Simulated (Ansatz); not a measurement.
# Te2Pt (Moncheite): the cost of one run

Computed with Ansatz 0.2.0 (DFT PBE+D3(BJ), scalar-relativistic, plane waves, PAW, unless a step's input says otherwise).

The COD entry's cell or inner coordinates are ideal or old and differ from later refinements, so a difference from it is no clean test against experiment.

1 further run of the same task is left out (set aside as unsound or not needed).

### 1 The system as given

Symmetry: P-3m1, No. 164, trigonal system. Conventional cell: a = 4.052 Å, b = 4.052 Å, c = 5.100 Å, α = 90.00°, β = 90.00°, γ = 120.00°. Te (site symmetry 3m) has 3 Pt at 2.71 Å as nearest neighbours. Pt (site symmetry -3m) is surrounded by 6 Te at 2.71 Å.

Structure file:

```
Te Pt
1.0
     4.05195    0.00000    0.00000
    -2.02598    3.50909    0.00000
     0.00000    0.00000    5.09991
Te Pt
2 1
Cartesian
  0.0000 2.3394 1.3623
  2.0260 1.1697 3.7376
  0.0000 0.0000 0.0000
```

This cell was relaxed beforehand with the same method: volume 24.17 Å³/atom, gap on the mesh none (metal).

### 2 Zone-centre modes

Contents of input.yaml:

```yaml
crystal:
  lattice:
    - [4.0519534853, 0.0, 0.0]
    - [-2.0259767426, 3.5090946532, 0.0]
    - [0.0, 0.0, 5.0999101399]
  atoms:
    - { symbol: Te, position: [0.3333333333, 0.6666666667, 0.2671282086] }
    - { symbol: Te, position: [0.6666666667, 0.3333333333, 0.7328717914] }
    - { symbol: Pt, position: [0.0, 0.0, 0.0] }
basis:
  ecutwfc: 420
kpoints:
  mp_grid: { grid: [12, 12, 8] }
hamiltonian:
  xc: pbe
  dispersion: d3bj
scf:
  occupations: { method: fermi_dirac, width: 0.15 }
output:
  eigenvalues: true
phonons:
  method: dfpt
  eigenvectors: true
```

The run is started by

```bash
ansatz run input.yaml --threads 1 --pin off --max-ram 2560MiB --backend cpu --events-out ev --progress --plain --runs-dir out
```

**Question.** How long does this run take on 1 thread of Intel Xeon Platinum 8375C at 2.90GHz (Ice Lake), shared host, and how much memory does it need?

About 6.8 min, with a peak of 2.1 GiB.
